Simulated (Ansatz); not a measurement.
# Σ5 (210) boundary in bcc Ta with Cu (substitutional): structure and resistance

Wanted: what the Σ5 (210) boundary in bcc Ta with Cu (substitutional) costs an interconnect.

Method: Ansatz plane-wave DFT, PBE, PAW files; relaxation of a bicrystal slab with its lowest layers held; PAW set soft_1, in the first sound run; inputs show where later runs differ, in Ansatz 0.2.0.

## (1) Starting point

The cell holds 25 atoms: 24 Ta and 1 Cu. Its edges and angles: a = 7.385 Å, b = 3.303 Å, c = 29.462 Å, α = 90.0°, β = 90.0°, γ = 90.0°. It derives from Ta. built on the (2 1 0) plane; 2 overlapping atoms removed and the grains opened by 0 Å. Vacuum lies along c.

## (2) Relaxing the bicrystal

The boundary is built by mirroring the lower grain in the boundary plane and removing any atoms that overlap; then the Cu is put in at the boundary. A thin bicrystal slab is relaxed first, with the lowest layers held and the upper grain free to shift and open.

The input, input.yaml:

```yaml
crystal:
  lattice:
    - [7.3847486598, 0.0, 0.0]
    - [0.0, 3.30256, 0.0]
    - [0.0, 0.0, 29.46187165]
  atoms:
    - { symbol: Ta, position: [0.7000000001, 0.5, 0.1697108744] }
    - { symbol: Ta, position: [1.0e-10, 0.0, 0.1947763175] }
    - { symbol: Ta, position: [0.3, 0.5, 0.2198417605] }
    - { symbol: Ta, position: [0.6, 0.0, 0.2449072036] }
    - { symbol: Ta, position: [0.9, 0.5, 0.2699726466] }
    - { symbol: Ta, position: [0.2, 0.0, 0.2950380897] }
    - { symbol: Ta, position: [0.5, 0.5, 0.3201035327] }
    - { symbol: Ta, position: [0.8, 0.0, 0.3451689758] }
    - { symbol: Ta, position: [0.1, 0.5, 0.3702344188] }
    - { symbol: Ta, position: [0.4, 0.0, 0.3952998619] }
    - { symbol: Ta, position: [0.7, 0.5, 0.4203653049] }
    - { symbol: Cu, position: [0.0, 0.0, 0.445430748] }
    - { symbol: Ta, position: [0.4, 0.0, 0.4955616341] }
    - { symbol: Ta, position: [0.1, 0.5, 0.5206270771] }
    - { symbol: Ta, position: [0.8, 0.0, 0.5456925202] }
    - { symbol: Ta, position: [0.5, 0.5, 0.5707579632] }
    - { symbol: Ta, position: [0.2, 0.0, 0.5958234063] }
    - { symbol: Ta, position: [0.9, 0.5, 0.6208888493] }
    - { symbol: Ta, position: [0.6, 0.0, 0.6459542924] }
    - { symbol: Ta, position: [0.3, 0.5, 0.6710197354] }
    - { symbol: Ta, position: [1.0e-10, 0.0, 0.6960851785] }
    - { symbol: Ta, position: [0.7000000001, 0.5, 0.7211506215] }
    - { symbol: Ta, position: [0.4000000001, 0.0, 0.7462160646] }
    - { symbol: Ta, position: [0.1000000001, 0.5, 0.7712815076] }
    - { symbol: Ta, position: [0.8000000001, 0.0, 0.7963469507] }
kpoints:
  mp_grid: { grid: [3, 7, 1] }
hamiltonian:
  xc: pbe
  pseudopotentials: { kind: paw, azcp: { folder: soft_1 } }
scf:
  occupations: { method: fermi_dirac, width: 0.1 }
relax:
  f_tol: 0.03
  max_steps: 80
  constraints: [{ sites: [0, 1, 2, 3, 4] }]
```

Run with:

```console
> ansatz run input.yaml --threads 4 --pin off --max-ram 15360MiB --backend cpu --events-out ev --progress --plain --runs-dir out
```

Numbers of over 12 decimals in the logs are rounded to 6 here.

Output:

```text
Engine: ansatz 0.2.0, aarch64-unknown-linux-gnu
Pseudopotentials: kind: paw
Pseudopotential: Ta, paw, valence charge 13, recommended cutoff 420 eV (normal), soft_1/Ta.paw.azcp
Pseudopotential: Cu, paw, valence charge 19, recommended cutoff 420 eV (normal), soft_1/Cu.paw.azcp
Functional definition: PBE
  parameter kappa = 0.804
  parameter beta = 0.066725
  exchange = pbe_x(kappa = kappa, mu = beta*pi^2/3)
  correlation = pbe_c(beta = beta)
Crystal: 25 atoms, lattice volume = 718.533 Å³
Basis set: ecut = 420 eV, 14181 PW (Γ), exchange–correlation on 100×48×400 points (8 copies of the dense FFT grid, shifted against one another)
Bands: 199, of which v1, the nominal top of the filled ones, is band 166 counted from 1 (165 counted from 0)
Symmetry: 2 space group operations
Space group: Pm (ITA 6), of the structure as read, at distance tolerance 9.0e-5 Å
k-points: 8 of 21 (time reversal used)
Non-local potential: Ta, projectors of the file, l = 0: 3, l = 1: 2, l = 2: 2, l = 3: 1
Non-local potential: Cu, projectors of the file, l = 0: 3, l = 1: 2, l = 2: 3, l = 3: 1
PAW form: soft (Blöchl's): semilocal exchange-correlation on the pseudo side does not see the compensation charge
PAW one-centre angular grid: Ta, 590 points (default); XC on 64 Gauss nodes
PAW one-centre angular grid: Cu, 590 points (default); XC on 64 Gauss nodes
Initial density: superposition of atomic densities (neutral atoms: chi_scale 0, normalization atom)
Initial wavefunctions: pseudopotential atomic-orbital guess
Functional: x = pbe(κ = 0.804, μ = 0.219515), c = pbe(β = 0.066725)
SCF iter   1: F=—  HF=-245037.862789 eV  |F-HF|=—  |Δ(HF+E_count)|=         —  Δρ=3.06e-1  dr2=1.06e3  ethr=3.10e-3  ⟨swp⟩=9.2  Hψ=7489  notcnv=0
preconditioner: auto → LDOS  [metal: Δε(μ)=0.024 eV  Ē_g=4.238 eV  σ=0.100 eV  W_gap=0.06  n_scr=164 (ndim 8)  ℏωp=15.9 eV  f_vac=0.283  D(μ)=20.54/eV (n_scr^D=146)  β→1.0]
SCF iter   2: F=—  HF=-245030.332812 eV  |F-HF|=—  |Δ(HF+E_count)|=    7.53e0  Δρ=1.10e-1  dr2=8.54e2  ethr=3.10e-3  ⟨swp⟩=18.0  Hψ=10985  notcnv=0  defer=6
SCF iter   3: F=—  HF=-245034.793797 eV  |F-HF|=—  |Δ(HF+E_count)|=    4.46e0  Δρ=1.29e-1  dr2=1.41e2  ethr=3.10e-3  ⟨swp⟩=10.9  Hψ=5744  notcnv=0  defer=9
SCF iter   4: F=—  HF=-245016.109110 eV  |F-HF|=—  |Δ(HF+E_count)|=    1.87e1  Δρ=6.39e-2  dr2=3.81e1  ethr=3.10e-3  ⟨swp⟩=9.8  Hψ=6883  notcnv=0  defer=11
SCF iter   5: F=—  HF=-245012.415139 eV  |F-HF|=—  |Δ(HF+E_count)|=    3.69e0  Δρ=2.53e-2  dr2=1.03e1  ethr=3.10e-3  ⟨swp⟩=3.4  Hψ=3421  notcnv=0  defer=8
SCF iter   6: F=—  HF=-245012.154853 eV  |F-HF|=—  |Δ(HF+E_count)|=   2.60e-1  Δρ=3.04e-2  dr2=7.80e0  ethr=3.10e-3  ⟨swp⟩=2.5  Hψ=2519  notcnv=0  defer=7
SCF iter   7: F=—  HF=-245011.810384 eV  |F-HF|=—  |Δ(HF+E_count)|=   3.44e-1  Δρ=3.05e-3  dr2=1.44e-1  ethr=2.36e-3  ⟨swp⟩=2.2  Hψ=2510  notcnv=0  defer=5
SCF iter   8: F=—  HF=-245011.797170 eV  |F-HF|=—  |Δ(HF+E_count)|=   1.32e-2  Δρ=1.16e-3  dr2=7.08e-2  ethr=4.34e-5  ⟨swp⟩=3.8  Hψ=3566  notcnv=0  defer=5
SCF iter   9: F=—  HF=-245011.795172 eV  |F-HF|=—  |Δ(HF+E_count)|=   2.00e-3  Δρ=1.40e-3  dr2=1.55e-2  ethr=2.14e-5  ⟨swp⟩=1.5  Hψ=1615  notcnv=0  defer=5
SCF iter  10: F=—  HF=-245011.793305 eV  |F-HF|=—  |Δ(HF+E_count)|=   1.87e-3  Δρ=6.53e-4  dr2=3.36e-3  ethr=4.68e-6  ⟨swp⟩=2.0  Hψ=1894  notcnv=0  defer=5
SCF iter  11: F=—  HF=-245011.793056 eV  |F-HF|=—  |Δ(HF+E_count)|=   2.49e-4  Δρ=2.37e-4  dr2=4.10e-4  ethr=1.01e-6  ⟨swp⟩=2.0  Hψ=2025  notcnv=0  defer=5
SCF iter  12: F=-245011.793006 eV  HF=-245011.793017 eV  |F-HF|=1.14e-5  |Δ(HF+E_count)|=   3.87e-5  Δρ=4.03e-5  dr2=1.30e-5  ethr=6.80e-9  ⟨swp⟩=4.1  Hψ=5855  notcnv=0
SCF 1 converged in 12 iterations: F = -245011.793006 eV  dr2 = 1.30e-5
  greatest PAW one-centre occupation: 0.999 electrons in one spin orbital (limit 2), on the Cu atom at site 11 (counted from 0), in its partial waves of l = 0
relax step   1: F+E_penalty+E_count = -245011.79300585 eV  Δ(F+E_penalty+E_count) = +0.000e0 eV  max|allowed force component| = 1.682e0 eV/Å  Δτ_max = 0.0000 Å  (12 SCF iters, dr2 threshold 2.25e-5 eV, accepted)
Initial density: handed on by an earlier stage of this run
Initial wavefunctions: those handed on with the density
SCF iter   1: F=—  HF=-245012.977929 eV  |F-HF|=—  |Δ(HF+E_count)|=         —  Δρ=1.27e-2  dr2=1.11e1  ethr=3.10e-3  ⟨swp⟩=7.2  Hψ=3340  notcnv=0  defer=11
preconditioner: auto → LDOS  [metal: Δε(μ)=0.015 eV  Ē_g=3.761 eV  σ=0.100 eV  W_gap=0.04  n_scr=164 (ndim 8)  ℏωp=15.9 eV  f_vac=0.292  D(μ)=31.34/eV (n_scr^D=290)  β→1.0]
SCF iter   2: F=—  HF=-245012.510931 eV  |F-HF|=—  |Δ(HF+E_count)|=   4.67e-1  Δρ=6.70e-3  dr2=5.80e-1  ethr=3.10e-3  ⟨swp⟩=5.2  Hψ=2326  notcnv=0  defer=12
SCF iter   3: F=—  HF=-245012.536403 eV  |F-HF|=—  |Δ(HF+E_count)|=   2.55e-2  Δρ=1.10e-2  dr2=6.47e-1  ethr=1.75e-4  ⟨swp⟩=4.0  Hψ=3463  notcnv=0  defer=10
SCF iter   4: F=—  HF=-245012.463140 eV  |F-HF|=—  |Δ(HF+E_count)|=   7.33e-2  Δρ=4.90e-3  dr2=1.11e-1  ethr=1.75e-4  ⟨swp⟩=2.2  Hψ=3319  notcnv=0  defer=7
SCF iter   5: F=—  HF=-245012.445643 eV  |F-HF|=—  |Δ(HF+E_count)|=   1.75e-2  Δρ=3.55e-4  dr2=1.55e-3  ethr=3.36e-5  ⟨swp⟩=2.0  Hψ=2885  notcnv=0  defer=7
SCF iter   6: F=—  HF=-245012.444433 eV  |F-HF|=—  |Δ(HF+E_count)|=   1.21e-3  Δρ=1.74e-4  dr2=1.98e-4  ethr=4.68e-7  ⟨swp⟩=2.2  Hψ=2147  notcnv=0  defer=7
SCF iter   7: F=-245012.444441 eV  HF=-245012.444447 eV  |F-HF|=6.48e-6  |Δ(HF+E_count)|=   1.45e-5  Δρ=3.06e-5  dr2=1.09e-5  ethr=3.02e-8  ⟨swp⟩=3.1  Hψ=6426  notcnv=0
SCF 2 converged in 7 iterations: F = -245012.444441 eV  dr2 = 1.09e-5
relax step   2: F+E_penalty+E_count = -245012.44444092 eV  Δ(F+E_penalty+E_count) = -6.514e-1 eV  max|allowed force component| = 8.056e-1 eV/Å  Δτ_max = 0.1948 Å  (7 SCF iters, dr2 threshold 1.00e-4 eV, accepted)
SCF iter   1: F=—  HF=-245013.251730 eV  |F-HF|=—  |Δ(HF+E_count)|=         —  Δρ=1.26e-2  dr2=2.07e1  ethr=3.10e-3  ⟨swp⟩=6.2  Hψ=3748  notcnv=0  defer=4
preconditioner: auto → LDOS  [metal: Δε(μ)=0.021 eV  Ē_g=3.797 eV  σ=0.100 eV  W_gap=0.05  n_scr=164 (ndim 8)  ℏωp=15.9 eV  f_vac=0.296  D(μ)=30.49/eV (n_scr^D=288)  β→1.0]
SCF iter   2: F=—  HF=-245012.909470 eV  |F-HF|=—  |Δ(HF+E_count)|=   3.42e-1  Δρ=5.64e-3  dr2=6.73e-1  ethr=3.10e-3  ⟨swp⟩=2.2  Hψ=1889  notcnv=0  defer=7
SCF iter   3: F=—  HF=-245012.980097 eV  |F-HF|=—  |Δ(HF+E_count)|=   7.06e-2  Δρ=1.27e-2  dr2=7.80e-1  ethr=2.03e-4  ⟨swp⟩=2.4  Hψ=3200  notcnv=0  defer=10
SCF iter   4: F=—  HF=-245012.884589 eV  |F-HF|=—  |Δ(HF+E_count)|=   9.55e-2  Δρ=4.54e-3  dr2=8.98e-2  ethr=2.03e-4  ⟨swp⟩=2.5  Hψ=3384  notcnv=0  defer=10
[...]
SCF 3 converged in 7 iterations: F = -245012.868515 eV  dr2 = 3.02e-5
relax step   3: F+E_penalty+E_count = -245012.86851519 eV  Δ(F+E_penalty+E_count) = -4.241e-1 eV  max|allowed force component| = 4.610e-1 eV/Å  Δτ_max = 0.1943 Å  (7 SCF iters, dr2 threshold 4.06e-5 eV, accepted)
[... from here on, the SCF cycles and remarks between the steps are left out ...]
relax step   4: F+E_penalty+E_count = -245013.16661404 eV  Δ(F+E_penalty+E_count) = -2.981e-1 eV  max|allowed force component| = 2.785e-1 eV/Å  Δτ_max = 0.2000 Å  (8 SCF iters, dr2 threshold 4.88e-5 eV, accepted)
relax step   5: F+E_penalty+E_count = -245013.33851252 eV  Δ(F+E_penalty+E_count) = -1.719e-1 eV  max|allowed force component| = 2.480e-1 eV/Å  Δτ_max = 0.2000 Å  (8 SCF iters, dr2 threshold 2.54e-5 eV, accepted)
relax step   6: F+E_penalty+E_count = -245013.40041575 eV  Δ(F+E_penalty+E_count) = -6.190e-2 eV  max|allowed force component| = 1.447e-1 eV/Å  Δτ_max = 0.1945 Å  (8 SCF iters, dr2 threshold 2.24e-5 eV, accepted)
relax step   7: F+E_penalty+E_count = -245013.40090355 eV  Δ(F+E_penalty+E_count) = -4.878e-4 eV  max|allowed force component| = 1.565e-1 eV/Å  Δτ_max = 0.0824 Å  (7 SCF iters, dr2 threshold 7.13e-6 eV, accepted)
relax step   8: F+E_penalty+E_count = -245013.40809047 eV  Δ(F+E_penalty+E_count) = -7.187e-3 eV  max|allowed force component| = 5.727e-2 eV/Å  Δτ_max = 0.0272 Å  (6 SCF iters, dr2 threshold 8.34e-6 eV, accepted)
relax step   9: F+E_penalty+E_count = -245013.41150654 eV  Δ(F+E_penalty+E_count) = -3.416e-3 eV  max|allowed force component| = 7.733e-2 eV/Å  Δτ_max = 0.1193 Å  (10 SCF iters, accepted)
relax step  10: F+E_penalty+E_count = -245013.41398220 eV  Δ(F+E_penalty+E_count) = -2.476e-3 eV  max|allowed force component| = 3.200e-2 eV/Å  Δτ_max = 0.0321 Å  (8 SCF iters, accepted)
SCF iter   1: F=—  HF=-245013.422856 eV  |F-HF|=—  |Δ(HF+E_count)|=         —  Δρ=2.83e-3  dr2=7.95e-2  ethr=5.57e-4  ⟨swp⟩=4.1  Hψ=3064  notcnv=0  defer=11
preconditioner: auto → LDOS  [metal: Δε(μ)=0.013 eV  Ē_g=3.899 eV  σ=0.100 eV  W_gap=0.03  n_scr=164 (ndim 8)  ℏωp=15.9 eV  f_vac=0.315  D(μ)=29.17/eV (n_scr^D=272)  β→1.0]
SCF iter   2: F=—  HF=-245013.418399 eV  |F-HF|=—  |Δ(HF+E_count)|=   4.46e-3  Δρ=9.23e-4  dr2=3.35e-2  ethr=2.40e-5  ⟨swp⟩=2.0  Hψ=3144  notcnv=0  defer=11
SCF iter   3: F=—  HF=-245013.416368 eV  |F-HF|=—  |Δ(HF+E_count)|=   2.03e-3  Δρ=2.99e-4  dr2=3.23e-3  ethr=1.01e-5  ⟨swp⟩=2.5  Hψ=2715  notcnv=0  defer=11
SCF iter   4: F=—  HF=-245013.416473 eV  |F-HF|=—  |Δ(HF+E_count)|=   1.05e-4  Δρ=4.65e-4  dr2=1.17e-3  ethr=9.77e-7  ⟨swp⟩=2.0  Hψ=2941  notcnv=0  defer=11
SCF iter   5: F=—  HF=-245013.416334 eV  |F-HF|=—  |Δ(HF+E_count)|=   1.39e-4  Δρ=2.64e-4  dr2=2.99e-4  ethr=3.53e-7  ⟨swp⟩=2.1  Hψ=2940  notcnv=0  defer=11
SCF iter   6: F=—  HF=-245013.416284 eV  |F-HF|=—  |Δ(HF+E_count)|=   5.03e-5  Δρ=3.71e-5  dr2=1.01e-5  ethr=9.02e-8  ⟨swp⟩=2.5  Hψ=3014  notcnv=0  defer=11
SCF iter   7: F=—  HF=-245013.415125 eV  |F-HF|=—  |Δ(HF+E_count)|=   1.16e-3  Δρ=1.75e-5  dr2=2.03e-6  ethr=3.04e-9  ⟨swp⟩=2.1  Hψ=2115  notcnv=0  defer=11
SCF iter   8: F=—  HF=-245013.415126 eV  |F-HF|=—  |Δ(HF+E_count)|=   3.73e-7  Δρ=3.53e-6  dr2=1.04e-7  ethr=6.13e-10  ⟨swp⟩=2.0  Hψ=2974  notcnv=0  defer=11
SCF iter   9: F=-245013.415126 eV  HF=-245013.415126 eV  |F-HF|=1.77e-8  |Δ(HF+E_count)|=   1.26e-8  Δρ=2.04e-6  dr2=2.50e-8  ethr=3.02e-11  ⟨swp⟩=5.0  Hψ=4716  notcnv=0
SCF 11 converged in 9 iterations: F = -245013.415126 eV  dr2 = 2.50e-8
relax step  11: F+E_penalty+E_count = -245013.41512569 eV  Δ(F+E_penalty+E_count) = -1.143e-3 eV  max|allowed force component| = 2.729e-2 eV/Å  Δτ_max = 0.0481 Å  (9 SCF iters, accepted)
SCF converged after 9 iterations
Free energy (F): -245013.415126 eV
Harris-Foulkes:  -245013.415126 eV  (|F-HF|=1.77e-8)
Internal energy: -245012.453127 eV  (E = F + TS)
E sigma→0 (E₀):  -245012.934126 eV
Entropy (-TS):   -0.961998 eV (-38.480 meV/atom)
Fermi energy:    10.065951 eV
--- Per-component energies (eV) ---
  E_band       = -5710.855612
  E_kinetic    = 9680.652202
  E_local      = -301831.363403  (includes V_loc(G=0)·N_el)
  E_nonlocal   = 617.455398
  E_hartree    = 147350.954055
  E_xc         = -7763.845561
  E_vxc        = -5676.093161  (∫ρ·V_xc dr)
  E_paw        = -201119.260675  (= ΣΔE_a)
  E_vpaw       = -3203.384345  (= ΣTr[D̂ρ^β])
  E_aug_tail   = 0.003264  (compensation charges beyond the density's cutoff)
  E_ewald      = 108052.951592
  E_smearing   = -0.961998  (= −TS)
  E_closure    = -0.000000  (closes the sum)
  Σ components = -245013.415126   (vs F -245013.415126, Δ=0.00e0)
--- Forces (eV/Å), atoms counted from 1 ---
  atom   1  Ta     0.42410962    -0.00000000     1.72364502
  atom   2  Ta    -0.72209332     0.00000000    -0.17069972
  atom   3  Ta    -0.10191971     0.00000000    -0.29287302
  atom   4  Ta     0.42154375    -0.00000000    -1.09883586
  atom   5  Ta    -0.01177330     0.00000000    -0.18542319
  atom   6  Ta     0.00873535    -0.00000000     0.00271687
  atom   7  Ta     0.00324076    -0.00000000    -0.00743311
  atom   8  Ta     0.00771165     0.00000000     0.02525355
  atom   9  Ta     0.01566264    -0.00000000     0.01507421
  atom  10  Ta    -0.02619716     0.00000000     0.02307474
  atom  11  Ta    -0.00577247     0.00000000     0.00191446
  atom  12  Cu    -0.00944508     0.00000000    -0.01641817
  atom  13  Ta     0.02729386     0.00000000    -0.01737801
  atom  14  Ta     0.00576248    -0.00000000     0.00458523
  atom  15  Ta    -0.01562416     0.00000000     0.00234310
  atom  16  Ta     0.00059187     0.00000000     0.00570880
  atom  17  Ta    -0.01267955     0.00000000    -0.00379852
  atom  18  Ta    -0.00343923    -0.00000000    -0.00235107
  atom  19  Ta     0.00692010    -0.00000000     0.00806863
  atom  20  Ta    -0.00012515    -0.00000000    -0.00463010
  atom  21  Ta    -0.00137403     0.00000000    -0.00415220
  atom  22  Ta    -0.00153847     0.00000000    -0.00069925
  atom  23  Ta     0.00297571    -0.00000000    -0.00239308
  atom  24  Ta    -0.00690467     0.00000000    -0.00672943
  atom  25  Ta    -0.00563568    -0.00000000     0.00143413
  max |Σ_I F_I| component: 2.58e-5 eV/Å
--- Relaxed structure (11 steps of the walk, 11 accepted, 0 SCFs on fresh bases) ---
  F+E_penalty+E_count = -245013.41512569 eV   max|allowed force component| = 2.729e-2 eV/Å
  atoms:
    - { symbol: Ta, position: [0.7000000001, 0.500000, 0.169711] }
    - { symbol: Ta, position: [9.999999999999999e-11, 0.0, 0.194776] }
    - { symbol: Ta, position: [0.3, 0.500000, 0.219842] }
    - { symbol: Ta, position: [0.6, 0.0, 0.244907] }
    - { symbol: Ta, position: [0.9, 0.500000, 0.269973] }
    - { symbol: Ta, position: [0.197329, 6.632027088106452e-19, 0.294169] }
    - { symbol: Ta, position: [0.503080, 0.500000, 0.318512] }
    - { symbol: Ta, position: [0.804794, -1.1901545495762716e-18, 0.349049] }
    - { symbol: Ta, position: [0.103499, 0.500000, 0.369816] }
    - { symbol: Ta, position: [0.415379, -3.817920251879565e-18, 0.388527] }
    - { symbol: Ta, position: [0.687849, 0.500000, 0.434779] }
    - { symbol: Cu, position: [-0.011689, 2.9019014501988825e-18, 0.433877] }
    - { symbol: Ta, position: [0.369724, 7.51610326779606e-18, 0.476558] }
    - { symbol: Ta, position: [0.073336, 0.500000, 0.499847] }
    - { symbol: Ta, position: [0.777267, 5.643474376767887e-18, 0.519244] }
    - { symbol: Ta, position: [0.480946, 0.500000, 0.547384] }
    - { symbol: Ta, position: [0.180082, 4.9448084777880825e-18, 0.573736] }
    - { symbol: Ta, position: [0.877063, 0.500000, 0.596092] }
    - { symbol: Ta, position: [0.573253, 6.6399565325409574e-18, 0.622174] }
    - { symbol: Ta, position: [0.273068, 0.500000, 0.650301] }
    - { symbol: Ta, position: [-0.026474, 6.572270787967433e-18, 0.674060] }
    - { symbol: Ta, position: [0.671200, 0.500000, 0.697371] }
    - { symbol: Ta, position: [0.364566, 8.796576200654383e-18, 0.725185] }
    - { symbol: Ta, position: [0.063175, 0.500000, 0.748346] }
    - { symbol: Ta, position: [0.767391, 8.095386765853358e-18, 0.765260] }
```

Run time: 9.3 min. Hardware: 4 threads of Arm Neoverse V1, shared host; peak memory 2.9 GiB.

Relaxation path:

| step | energy less that of the first step (eV) | largest force component (eV/Å) |
| --- | --- | --- |
| 1 | 0.0000 | 1.6817 |
| 2 | -0.6514 | 0.8056 |
| 3 | -1.0755 | 0.4610 |
| 4 | -1.3736 | 0.2785 |
| 5 | -1.5455 | 0.2480 |
| 6 | -1.6074 | 0.1447 |
| 7 | -1.6079 | 0.1565 |
| 8 | -1.6151 | 0.0573 |
| 9 | -1.6185 | 0.0773 |
| 10 | -1.6210 | 0.0320 |
| 11 | -1.6221 | 0.0273 |

Forces are held to the 2 operations that the run works with; a distortion that breaks them can't arise in this run.

The atoms that moved most (Å):

| atom | dx | dy | dz | length |
| --- | --- | --- | --- | --- |
| Ta25 | -0.241 | 0.000 | -0.916 | 0.947 |
| Ta15 | -0.168 | 0.000 | -0.779 | 0.797 |
| Ta18 | -0.169 | 0.000 | -0.731 | 0.750 |
| Ta22 | -0.213 | 0.000 | -0.701 | 0.732 |
| Ta24 | -0.272 | 0.000 | -0.676 | 0.728 |
| Ta19 | -0.198 | 0.000 | -0.701 | 0.728 |
| Ta16 | -0.141 | 0.000 | -0.689 | 0.703 |
| Ta21 | -0.196 | 0.000 | -0.649 | 0.678 |

The relaxed structure:

```cif
data_structure
_symmetry_space_group_name_H-M 'P 1'
_symmetry_Int_Tables_number 1
_cell_length_a 7.3847
_cell_length_b 3.3026
_cell_length_c 29.4619
_cell_angle_alpha 90.000
_cell_angle_beta 90.000
_cell_angle_gamma 90.000
_cell_volume 718.53
loop_
_atom_site_label
_atom_site_type_symbol
_atom_site_fract_x
_atom_site_fract_y
_atom_site_fract_z
_atom_site_occupancy
Ta1 Ta 0.70000 0.50000 0.16971 1
Ta2 Ta 0.00000 0.00000 0.19478 1
Ta3 Ta 0.30000 0.50000 0.21984 1
Ta4 Ta 0.60000 0.00000 0.24491 1
Ta5 Ta 0.90000 0.50000 0.26997 1
Ta6 Ta 0.19733 0.00000 0.29417 1
Ta7 Ta 0.50308 0.50000 0.31851 1
Ta8 Ta 0.80479 0.00000 0.34905 1
Ta9 Ta 0.10350 0.50000 0.36982 1
Ta10 Ta 0.41538 0.00000 0.38853 1
Ta11 Ta 0.68785 0.50000 0.43478 1
Cu12 Cu 0.98831 0.00000 0.43388 1
Ta13 Ta 0.36972 0.00000 0.47656 1
Ta14 Ta 0.07334 0.50000 0.49985 1
Ta15 Ta 0.77727 0.00000 0.51924 1
Ta16 Ta 0.48095 0.50000 0.54738 1
Ta17 Ta 0.18008 0.00000 0.57374 1
Ta18 Ta 0.87706 0.50000 0.59609 1
Ta19 Ta 0.57325 0.00000 0.62217 1
Ta20 Ta 0.27307 0.50000 0.65030 1
Ta21 Ta 0.97353 0.00000 0.67406 1
Ta22 Ta 0.67120 0.50000 0.69737 1
Ta23 Ta 0.36457 0.00000 0.72519 1
Ta24 Ta 0.06318 0.50000 0.74835 1
Ta25 Ta 0.76739 0.00000 0.76526 1
```

This step gave:

```
free energy             : -245013.4151 eV
energy at zero smearing : -245012.9341 eV
Fermi energy            : 10.07 eV
```

The largest force component on a free atom ends at 0.027 eV/Å, under the tolerance of 0.03, after 11 steps.

[end of part 1 of 2]

[Logs are printed without paths, hosts, clocks, repeated set-up lines and the standing remarks that a program may print on its own settings, such as how far it seeks lower states.]

[Hosts, paths, dates, database ids (printed as entryN), source tags and the programs' standing remarks are cut or masked in the printed files.]
